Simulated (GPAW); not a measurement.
# Local fields in the dielectric function of SiC (F-43m)

What do local fields and a kernel do to the response of SiC (F-43m)?

Main program and level: GPAW 26.7.0; PBE and many-body steps on it, plane waves.

**The experiments to reproduce.**

- ε∞ 6.49: high-frequency dielectric constant; visible/NIR optical measurements, literature average; bulk crystal (literature average; scatter up to 0.2) (quoted in “Infrared properties of SiC particles”, 1999, arxiv:astro-ph/9903031).

**1. Set-up**

The structure is cubic, space group F-43m (No. 216). Conventional cell: a = 4.358 Å, b = 4.358 Å, c = 4.358 Å, α = 90.00°, β = 90.00°, γ = 90.00°. Nearest to Si lie 4 C at 1.89 Å. C has 4 Si at 1.89 Å nearest. Farther neighbours are not listed.

Structure file:

```cif
data_structure
_symmetry_space_group_name_H-M 'P 1'
_symmetry_Int_Tables_number 1
_cell_length_a 3.0816
_cell_length_b 3.0816
_cell_length_c 3.0816
_cell_angle_alpha 60.000
_cell_angle_beta 60.000
_cell_angle_gamma 60.000
_cell_volume 20.69
loop_
_atom_site_label
_atom_site_type_symbol
_atom_site_fract_x
_atom_site_fract_y
_atom_site_fract_z
_atom_site_occupancy
Si1 Si 0.00000 0.00000 0.00000 1
C2 C 0.25000 0.25000 0.25000 1
```

The cell and positions come from the Crystallography Open Database and are kept as given unless a step says otherwise.

**2. Empty states on the mesh, 12×12×12 mesh, 27 bands**

This step: GPAW 26.7.0; DFT, PBE, plane waves, PAW.

The sums over transitions need many empty states on a uniform mesh; this step solves for them.

run.py reads:

```python
import json
import numpy as np
from gpaw.mpi import world
from gpaw import GPAW

calc = GPAW('gs.gpw').fixed_density(kpts={'size': (12, 12, 12), 'gamma': True},
    nbands=33,
    convergence={'bands': 27},
    txt='nscf.txt')
calc.write('full.gpw', mode='all')
res = {}
kpts = calc.get_ibz_k_points()
res['kpts'] = kpts
res['eigenvalues'] = [calc.get_eigenvalues(kpt=k) for k in range(len(kpts))]
res['n_electrons'] = calc.get_number_of_electrons()

if world.rank == 0:
    with open('result.json', 'w') as f:
        json.dump(res, f, default=lambda x: x.tolist())
```

Run with:

```
$ mpirun -n 4 gpaw python run.py
```

Numbers of over 12 decimals in the logs are rounded to 6 here.

Output:

```text
Diagonalizing LCAO Hamiltonian
Converting LCAO to pw mode
convergence criteria:
- Maximum integral of absolute [eigenst]ate change: 4e-08 eV^2 / valence electron
maximum number of iterations: 100

SCF iterations
|iter     |     time |      energy | eigst |  dens |
|iter:   1|  |             | +3.71 |       |
|iter:   2|  |             | +2.02 |       |
|iter:   3|  |             | +0.00 |       |
[...]
|iter:   9|  |             | -6.50 |       |
|iter:  10|  |             | -7.15 |       |
|iter:  11|  |             | -7.63c|       |
SCF steps: 11
  __  _  _
 | _ |_)|_||  |
 |__||  | ||/\| - 26.7.0

Input parameters:
  mode=PW(ecut=600.0),
  convergence={'bands': 27},
  gpts=array([18, 18, 18]),
  kpts=MonkhorstPack(size=(12, 12, 12), gamma=True),
  maxiter=100,
  nbands=33,
  occupations=Occupations(name='fermi-dirac', width=0.001, fixmagmom=False),
  parallel={},
  xc=XC(name='PBE')
# Writing to full.gpw (mode='all')
  [... matrices ...]

timing:  # [seconds]
  Total: 0.053  # ━━━━━━━━━━━━━━━━━━━━━━━━━━━━━━━━━━━━━━━━━━━━━━━━━━━━━━━━━━━
```

It took 14 s on 4 MPI ranks of Arm Neoverse V1, shared host; peak memory 0.63 GiB.

This step gave:

```yaml
gap: 1.350 eV
k_of_the_valence_top: 0, 0, 0
k_of_the_conduction_bottom: 0.5, 0.5, 0
least_direct_gap: 4.543 eV
k_points_computed: 72
lowest_point_of_the_top_converged_band_above_the_valence_top: 45.75 eV
```

On this mesh the gap is 1.350 eV.

**3. RPA response**

The response function is computed on a frequency grid, with local fields up to the given cutoff.

This step: linear response, RPA, on PBE, plane waves, PAW.

run.py reads:

```python
import json
import numpy as np
from gpaw.mpi import world
from gpaw.response.df import DielectricFunction

df = DielectricFunction('full.gpw',
    ecut=50,
    nbands=27,
    eta=0.2,
    frequencies={'type': 'nonlinear', 'domega0': 0.05, 'omega2': 10.0},
    intraband=False,
    txt='df.txt')
res = {'optical': {}, 'eels': []}
for d in 'x':
    y0, y = df.get_dielectric_function(direction=d, xc='RPA', filename=None)
    res['optical'][d] = [y0.real, y0.imag, y.real, y.imag]
res['w'] = df.get_frequencies()
for q_c in [[0.0833333333, 0, 0], [0.25, 0, 0], [0.5, 0, 0], [0.75, 0, 0], [1.25, 0, 0]]:
    res['eels'].append(df.get_eels_spectrum(q_c=q_c, xc='RPA', filename=None))

if world.rank == 0:
    with open('result.json', 'w') as f:
        json.dump(res, f, default=lambda x: x.tolist())
```

Run with:

```
$ mpirun -n 4 gpaw python run.py
```

Output:

```text
Using integrator: PointIntegrator
NonLinearFrequencyDescriptor(from 0.000 to 75.623 eV, 367 points)
Nonperiodic BCs:  [False False False]
Using integrator: PointIntegrator
NonLinearFrequencyDescriptor(from 0.000 to 75.623 eV, 367 points)
Nonperiodic BCs:  [False False False]

Calculating chi0 body with:
    Ground state adapter containing:
    Number of spins: 1
    Number of kpoints: 1728
    Number of irreducible kpoints: 72
    Number of completely occupied states: 4
    Number of partially occupied states: 4
    Occupied states memory: 0.35595703125 M / cpu

    Linear response parametrization:
    q_c: [0.0, 0.0, 0.0]
    Number of frequency points: 367
    Planewave cutoff: 50.0
    Number of bands: 27
    Number of planewaves: 15
    Broadening (eta): 0.2
    comm.size: 4
    kncomm.size: 4
    blockcomm.size: 1

    Memory estimate of potentially large arrays:
        chi0_wGG: 1.259995 M / cpu
Integrating chi0 body.

Symmetries of q_c:
    Direct symmetries (Uq -> q): 24
    Indirect symmetries (TUq -> q): 24
In total 48 allowed symmetries.

  [... matrices ...]
72 groups of equivalent kpoints. 95.833333% reduction.

Integral kind: spectral function

Calculating chi0 optical extensions with:
    Ground state adapter containing:
    Number of spins: 1
    Number of kpoints: 1728
    Number of irreducible kpoints: 72
    Number of completely occupied states: 4
    Number of partially occupied states: 4
    Occupied states memory: 0.35595703125 M / cpu

    Linear response parametrization:
    Number of frequency points: 367
    Planewave cutoff: 50.0
    Number of bands: 27
    Number of planewaves: 15
    Broadening (eta): 0.2
Integrating chi0 head and wings.

Symmetries of q_c:
    Direct symmetries (Uq -> q): 24
    Indirect symmetries (TUq -> q): 24
In total 48 allowed symmetries.

  [... matrices ...]
72 groups of equivalent kpoints. 95.833333% reduction.

Integral kind: spectral function wings

Calculating chi0 body with:
    Ground state adapter containing:
    Number of spins: 1
    Number of kpoints: 1728
    Number of irreducible kpoints: 72
    Number of completely occupied states: 4
    Number of partially occupied states: 4
    Occupied states memory: 0.35595703125 M / cpu

    Linear response parametrization:
    q_c: [0.0833333333, 0.0, 0.0]
    Number of frequency points: 367
    Planewave cutoff: 50.0
    Number of bands: 27
    Number of planewaves: 15
    Broadening (eta): 0.2
    comm.size: 4
    kncomm.size: 4
    blockcomm.size: 1

    Memory estimate of potentially large arrays:
        chi0_wGG: 1.259995 M / cpu
Integrating chi0 body.

Symmetries of q_c:
    Direct symmetries (Uq -> q): 6
    Indirect symmetries (TUq -> q): 0
In total 6 allowed symmetries.

  [... matrices ...]
364 groups of equivalent kpoints. 78.935185% reduction.

Integral kind: spectral function

[... 4 further calls ...]
```

Elapsed: 13 s, on 4 MPI ranks; peak memory 0.86 GiB.

This step gave:

| Property | Result |
| --- | --- |
| ε at zero frequency | 6.731 |
| the same without local fields | 7.124 |

The static value is 6.73.

The ε₂ has structure finer than the step of the table below, so its rows give means over 2 eV, whole bins alone (the curve runs from 0 to 39.8 eV). Peaks (eV: height): xx, no local fields 6.8: 20.5, 8.4: 15.3; xx, local fields 6.8: 19.2, 8.4: 13.3.

RPA, broadening 0.2 eV. The ε₂ by photon energy; means over each step:

| photon energy (eV) | xx, no local fields | xx, local fields |
| --- | --- | --- |
| 2 | 0.122 | 0.112 |
| 4 | 1.08 | 0.981 |
| 6 | 11.2 | 10.3 |
| 8 | 12.5 | 11.3 |
| 10 | 5.94 | 5.80 |
| 12 | 2.78 | 2.91 |
| 14 | 1.57 | 1.68 |
| 16 | 0.858 | 1.01 |
| 18 | 0.487 | 0.565 |
| 20 | 0.283 | 0.323 |
| 22 | 0.225 | 0.251 |
| 24 | 0.209 | 0.239 |
| 26 | 0.150 | 0.140 |
| 28 | 0.145 | 0.111 |
| 30 | 0.144 | 0.116 |
| 32 | 0.130 | 0.118 |
| 34 | 0.110 | 0.117 |
| 36 | 0.0873 | 0.105 |
| 38 | 0.0878 | 0.103 |

Optical limit, local fields. The loss function, xx by energy loss; read off at these points:

```csv
energy loss (eV),"loss function, xx"
0.0,0
1.0,9.6e-4
2.0,0.00201
3.0,0.00333
4.0,0.00580
5.0,0.0204
6.0,0.0375
7.0,0.0540
8.0,0.0947
9.0,0.103
10.0,0.135
11.0,0.147
12.0,0.181
13.0,0.255
14.0,0.298
15.0,0.380
16.0,0.391
17.0,0.549
18.0,0.762
19.0,0.970
20.0,1.68
21.0,3.07
21.8,4.16
22.0,4.09
23.0,3.36
24.0,2.77
24.4,3.01
25.0,2.37
26.0,1.56
27.0,0.740
28.0,0.539
29.0,0.485
30.0,0.467
31.0,0.314
32.0,0.346
33.0,0.326
34.0,0.287
35.0,0.276
36.0,0.222
37.0,0.229
38.0,0.209
39.0,0.220
```

The -Im 1/eps(q) has structure finer than the step of the table below, so its rows give means over 2 eV, whole bins alone (the curve runs from 0 to 39.8 eV). Peaks (eV: height): q = 0.208 1/A 21.6: 3.75; q = 0.624 1/A 25.0: 3.29; q = 1.249 1/A 26.8: 1.44; q = 1.873 1/A 24.6: 0.667, 35.0: 0.883; q = 3.121 1/A 25.0: 0.235, 35.6: 0.296.

RPA, local fields; q along the first reciprocal vector. Table of -Im 1/eps(q) by energy loss; means over each step:

| energy loss (eV) | q = 0.208 1/A | q = 0.624 1/A | q = 1.249 1/A | q = 1.873 1/A | q = 3.121 1/A |
| --- | --- | --- | --- | --- | --- |
| 2 | 0.00195 | 0.00167 | 0.00130 | 8.4e-4 | 8.4e-4 |
| 4 | 0.00633 | 0.00664 | 0.00488 | 0.00270 | 0.00800 |
| 6 | 0.0350 | 0.0230 | 0.0117 | 0.0100 | 0.0268 |
| 8 | 0.0846 | 0.0614 | 0.0327 | 0.0403 | 0.0513 |
| 10 | 0.114 | 0.0956 | 0.0759 | 0.0969 | 0.0807 |
| 12 | 0.207 | 0.155 | 0.150 | 0.143 | 0.0977 |
| 14 | 0.285 | 0.249 | 0.166 | 0.163 | 0.105 |
| 16 | 0.415 | 0.364 | 0.259 | 0.208 | 0.110 |
| 18 | 0.731 | 0.696 | 0.499 | 0.280 | 0.110 |
| 20 | 1.71 | 1.38 | 0.793 | 0.375 | 0.122 |
| 22 | 3.45 | 2.12 | 0.983 | 0.516 | 0.167 |
| 24 | 2.95 | 2.76 | 1.18 | 0.619 | 0.206 |
| 26 | 1.68 | 2.14 | 1.35 | 0.482 | 0.201 |
| 28 | 0.635 | 0.929 | 1.27 | 0.514 | 0.192 |
| 30 | 0.462 | 0.635 | 1.16 | 0.688 | 0.190 |
| 32 | 0.365 | 0.506 | 1.08 | 0.744 | 0.201 |
| 34 | 0.321 | 0.423 | 0.926 | 0.851 | 0.252 |
| 36 | 0.264 | 0.368 | 0.689 | 0.840 | 0.280 |
| 38 | 0.232 | 0.301 | 0.482 | 0.810 | 0.275 |

**4. ALDA response**

This step: linear response, ALDA, on PBE, plane waves, PAW.

run.py, as its differences from that of step 3:

```diff
@@ -14,7 +14,7 @@
 for d in 'x':
-    y0, y = df.get_dielectric_function(direction=d, xc='RPA', filename=None)
+    y0, y = df.get_dielectric_function(direction=d, xc='ALDA', filename=None)
     res['optical'][d] = [y0.real, y0.imag, y.real, y.imag]
 res['w'] = df.get_frequencies()
-for q_c in [[0.0833333333, 0, 0], [0.25, 0, 0], [0.5, 0, 0], [0.75, 0, 0], [1.25, 0, 0]]:
-    res['eels'].append(df.get_eels_spectrum(q_c=q_c, xc='RPA', filename=None))
+for q_c in [[0.5, 0, 0]]:
+    res['eels'].append(df.get_eels_spectrum(q_c=q_c, xc='ALDA', filename=None))
```

Run with:

```
$ mpirun -n 4 gpaw python run.py
```

Output:

```text
Using integrator: PointIntegrator
NonLinearFrequencyDescriptor(from 0.000 to 75.623 eV, 367 points)
Nonperiodic BCs:  [False False False]
Using integrator: PointIntegrator
NonLinearFrequencyDescriptor(from 0.000 to 75.623 eV, 367 points)
Nonperiodic BCs:  [False False False]

Calculating chi0 body with:
    Ground state adapter containing:
    Number of spins: 1
    Number of kpoints: 1728
    Number of irreducible kpoints: 72
    Number of completely occupied states: 4
    Number of partially occupied states: 4
    Occupied states memory: 0.35595703125 M / cpu

    Linear response parametrization:
    q_c: [0.0, 0.0, 0.0]
    Number of frequency points: 367
    Planewave cutoff: 50.0
    Number of bands: 27
    Number of planewaves: 15
    Broadening (eta): 0.2
    comm.size: 4
    kncomm.size: 4
    blockcomm.size: 1

    Memory estimate of potentially large arrays:
        chi0_wGG: 1.259995 M / cpu
Integrating chi0 body.

Symmetries of q_c:
    Direct symmetries (Uq -> q): 24
    Indirect symmetries (TUq -> q): 24
In total 48 allowed symmetries.

  [... matrices ...]
72 groups of equivalent kpoints. 95.833333% reduction.

Integral kind: spectral function

Calculating chi0 optical extensions with:
    Ground state adapter containing:
    Number of spins: 1
    Number of kpoints: 1728
    Number of irreducible kpoints: 72
    Number of completely occupied states: 4
    Number of partially occupied states: 4
    Occupied states memory: 0.35595703125 M / cpu

    Linear response parametrization:
    Number of frequency points: 367
    Planewave cutoff: 50.0
    Number of bands: 27
    Number of planewaves: 15
    Broadening (eta): 0.2
Integrating chi0 head and wings.

Symmetries of q_c:
    Direct symmetries (Uq -> q): 24
    Indirect symmetries (TUq -> q): 24
[...]
(0,0)   1.00000000  0.99566893  yes
      (1,-1)  0.00000000  0.00000000  yes
      (1,0)   0.00000000  0.00000000  yes
[...]
In total: 0.999878 of the surface norm square is covered on average
      In total: 0.999878 of the surface norm square could be covered on average

    RSHE of atom 1
      (l,m)   max weight  avg weight  included
[...]
In total: 1.000000 of the surface norm square is covered on average
      In total: 1.000000 of the surface norm square could be covered on average

  [... matrices ...]

Calculating chi0 body with:
    Ground state adapter containing:
    Number of spins: 1
    Number of kpoints: 1728
    Number of irreducible kpoints: 72
    Number of completely occupied states: 4
    Number of partially occupied states: 4
    Occupied states memory: 0.35595703125 M / cpu

    Linear response parametrization:
    q_c: [0.5, 0.0, 0.0]
    Number of frequency points: 367
    Planewave cutoff: 50.0
    Number of bands: 27
    Number of planewaves: 14
    Broadening (eta): 0.2
    comm.size: 4
    kncomm.size: 4
    blockcomm.size: 1

    Memory estimate of potentially large arrays:
        chi0_wGG: 1.097595 M / cpu
Integrating chi0 body.

Symmetries of q_c:
    Direct symmetries (Uq -> q): 6
    Indirect symmetries (TUq -> q): 6
In total 12 allowed symmetries.

  [... matrices ...]
189 groups of equivalent kpoints. 89.0625% reduction.

Integral kind: spectral function

Calculating ALDA kernel
Calculating f(G)
    Calculating PAW corrections

    RSHE of atom 0
      (l,m)   max weight  avg weight  included
[...]
[... further lines of this kind ...]
      In total: 0.999878 of the surface norm square is covered on average
      In total: 0.999878 of the surface norm square could be covered on average

    RSHE of atom 1
      (l,m)   max weight  avg weight  included
[...]
(4,-2)  0.00000000  0.00000000  yes
      (4,-1)  0.00000000  0.00000000  yes
      In total: 1.000000 of the surface norm square is covered on average
      In total: 1.000000 of the surface norm square could be covered on average
```

Run time: 5.3 s. Hardware: 4 MPI ranks; peak memory 0.93 GiB.

This step gave:

```
ε at zero frequency           : 6.837
the same without local fields : 7.124
```

The static value is 6.84.

The ε₂ has structure finer than the step of the table below, so its rows give means over 2 eV, whole bins alone (the curve runs from 0 to 39.8 eV). Peaks (eV: height): xx, no local fields 6.8: 20.5, 8.4: 15.3; xx, local fields 6.8: 19.4, 8.4: 13.8.

ALDA, broadening 0.2 eV. ε₂ against photon energy; means over each step:

```csv
photon energy (eV),"xx, no local fields","xx, local fields"
2,0.122,0.115
4,1.08,1.02
6,11.2,10.6
8,12.5,11.5
10,5.94,5.88
12,2.78,2.90
14,1.57,1.67
16,0.858,0.976
18,0.487,0.545
20,0.283,0.313
22,0.225,0.246
24,0.209,0.225
26,0.150,0.140
28,0.145,0.117
30,0.144,0.126
32,0.130,0.127
34,0.110,0.122
36,0.0873,0.103
38,0.0878,0.102
```

**5. RPA response, local-field cutoff (12×12×12 mesh, 27 bands, screening to 100 eV, broadening 0.2 eV)**

This step: linear response, RPA, on PBE, plane waves, PAW.

run.py, as its differences from that of step 4:

```diff
@@ -6,3 +6,3 @@
 df = DielectricFunction('full.gpw',
-    ecut=50,
+    ecut=100,
     nbands=27,
@@ -14,3 +14,3 @@
 for d in 'x':
-    y0, y = df.get_dielectric_function(direction=d, xc='ALDA', filename=None)
+    y0, y = df.get_dielectric_function(direction=d, xc='RPA', filename=None)
     res['optical'][d] = [y0.real, y0.imag, y.real, y.imag]
@@ -18,3 +18,3 @@
 for q_c in [[0.5, 0, 0]]:
-    res['eels'].append(df.get_eels_spectrum(q_c=q_c, xc='ALDA', filename=None))
+    res['eels'].append(df.get_eels_spectrum(q_c=q_c, xc='RPA', filename=None))
```

Run with:

```
$ mpirun -n 4 gpaw python run.py
```

Output:

```text
Using integrator: PointIntegrator
NonLinearFrequencyDescriptor(from 0.000 to 75.623 eV, 367 points)
Nonperiodic BCs:  [False False False]
Using integrator: PointIntegrator
NonLinearFrequencyDescriptor(from 0.000 to 75.623 eV, 367 points)
Nonperiodic BCs:  [False False False]

Calculating chi0 body with:
    Ground state adapter containing:
    Number of spins: 1
    Number of kpoints: 1728
    Number of irreducible kpoints: 72
    Number of completely occupied states: 4
    Number of partially occupied states: 4
    Occupied states memory: 0.35595703125 M / cpu

    Linear response parametrization:
    q_c: [0.0, 0.0, 0.0]
    Number of frequency points: 367
    Planewave cutoff: 100.0
    Number of bands: 27
    Number of planewaves: 59
    Broadening (eta): 0.2
    comm.size: 4
    kncomm.size: 4
    blockcomm.size: 1

    Memory estimate of potentially large arrays:
        chi0_wGG: 19.493515 M / cpu
Integrating chi0 body.

Symmetries of q_c:
    Direct symmetries (Uq -> q): 24
    Indirect symmetries (TUq -> q): 24
In total 48 allowed symmetries.

  [... matrices ...]
72 groups of equivalent kpoints. 95.833333% reduction.

Integral kind: spectral function

Calculating chi0 optical extensions with:
    Ground state adapter containing:
    Number of spins: 1
    Number of kpoints: 1728
    Number of irreducible kpoints: 72
    Number of completely occupied states: 4
    Number of partially occupied states: 4
    Occupied states memory: 0.35595703125 M / cpu

    Linear response parametrization:
    Number of frequency points: 367
    Planewave cutoff: 100.0
    Number of bands: 27
    Number of planewaves: 59
    Broadening (eta): 0.2
Integrating chi0 head and wings.

Symmetries of q_c:
    Direct symmetries (Uq -> q): 24
    Indirect symmetries (TUq -> q): 24
In total 48 allowed symmetries.

  [... matrices ...]
72 groups of equivalent kpoints. 95.833333% reduction.

Integral kind: spectral function wings

Calculating chi0 body with:
    Ground state adapter containing:
    Number of spins: 1
    Number of kpoints: 1728
    Number of irreducible kpoints: 72
    Number of completely occupied states: 4
    Number of partially occupied states: 4
    Occupied states memory: 0.35595703125 M / cpu

    Linear response parametrization:
    q_c: [0.5, 0.0, 0.0]
    Number of frequency points: 367
    Planewave cutoff: 100.0
    Number of bands: 27
    Number of planewaves: 40
    Broadening (eta): 0.2
    comm.size: 4
    kncomm.size: 4
    blockcomm.size: 1

    Memory estimate of potentially large arrays:
        chi0_wGG: 8.9599609375 M / cpu
Integrating chi0 body.

Symmetries of q_c:
    Direct symmetries (Uq -> q): 6
    Indirect symmetries (TUq -> q): 6
In total 12 allowed symmetries.

  [... matrices ...]
189 groups of equivalent kpoints. 89.0625% reduction.

Integral kind: spectral function
```

Wall time 5.7 s (4 MPI ranks); peak memory 0.99 GiB; 22 s of CPU time.

This step gave:

| Item | Value |
| --- | --- |
| ε at zero frequency | 6.520 |
| the same without local fields | 7.124 |

The static value is 6.52.

The ε₂ has structure finer than the step of the table below, so its rows give means over 1 eV, whole bins alone (the curve runs from 0 to 39.8 eV). Peaks (eV: height): xx, no local fields 6.8: 20.5, 8.4: 15.3; xx, local fields 7.0: 17.7, 8.4: 13.1.

RPA, broadening 0.2 eV. The ε₂ by photon energy; means over each step:

```csv
photon energy (eV),"xx, no local fields","xx, local fields"
1,0.0496,0.0427
2,0.116,0.0994
3,0.239,0.203
4,0.725,0.611
5,3.72,3.07
6,10.5,8.39
7,16.7,14.8
8,12.0,10.2
9,9.88,9.42
10,5.36,5.51
11,4.40,4.62
12,2.53,2.83
13,1.93,2.09
14,1.55,1.75
15,1.26,1.46
16,0.796,0.979
17,0.616,0.744
18,0.475,0.563
19,0.383,0.456
20,0.274,0.320
21,0.244,0.278
22,0.220,0.247
23,0.217,0.254
24,0.220,0.270
25,0.181,0.206
26,0.147,0.155
27,0.128,0.116
28,0.142,0.118
29,0.171,0.132
30,0.139,0.128
31,0.131,0.109
32,0.128,0.122
33,0.119,0.123
34,0.114,0.123
35,0.0930,0.119
36,0.0863,0.109
37,0.0865,0.110
38,0.0906,0.106
39,0.0812,0.110
```

(Part 1 of 2 ends here.)

[Paths, hosts, dates, memory and timing lines, banners, echoed tables and standing remarks are left out of the program output.]

[Logs are printed without paths, hosts, clocks, repeated set-up lines and the standing remarks that a program may print on its own settings, such as how far it seeks lower states.]

[Runs of the session that timed out or met a known fault of the program may be left out.]

[Hosts, paths, dates, database ids (printed as entryN), source tags and the programs' standing remarks are cut or masked in the printed files.]
